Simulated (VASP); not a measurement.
## CaF2: single point with r2SCAN

Crystal: CaF2.

```xyz
3
Lattice="0.0000 2.7313 2.7313 2.7313 0.0000 2.7313 2.7313 2.7313 0.0000" Properties=species:S:1:pos:R:3 pbc="T T T"
Ca    0.0000    0.0000    0.0000
F     1.3656    1.3656    1.3656
F     4.0969    4.0969    4.0969
```

```yaml
Program: VASP 6.6.1
Task: single point
Functional: r2SCAN
Potentials_or_basis: VASP PAW PBE potentials, release 64 (Ca_sv, F)
Cutoff: 520 eV
k_mesh: 8 × 8 × 8
Occupations: gaussian, width 0.05 eV
Spin: no spin polarisation
```

- Pressure: -0.6 GPa
- Band gap on the k mesh: 7.94 eV, indirect (least direct gap 8.20 eV)

Levels at points of the mesh, in eV from the valence-band top:
```tsv
k point	band 9	band 10	band 11	band 12	band 13	band 14	band 15	band 16
(0.00, 0.00, 0.00)	-2.10	-0.26	-0.26	-0.26	7.94	10.00	10.00	12.15
(0.50, 0.00, 0.00)	-1.27	-1.24	-0.84	-0.84	10.19	10.19	10.66	11.22
(0.50, 0.50, 0.00)	-1.65	-0.35	-0.35	0.00	8.75	10.43	10.93	11.79
```

Run time: 56 s on 1 thread of AMD EPYC 9R45 96-Core Processor (Zen 5) (shared host), peak memory 0.15 GiB.

Caveat: the PAW data sets were made with another functional, which shifts forces and pressure a little. A k mesh can miss the band edges.
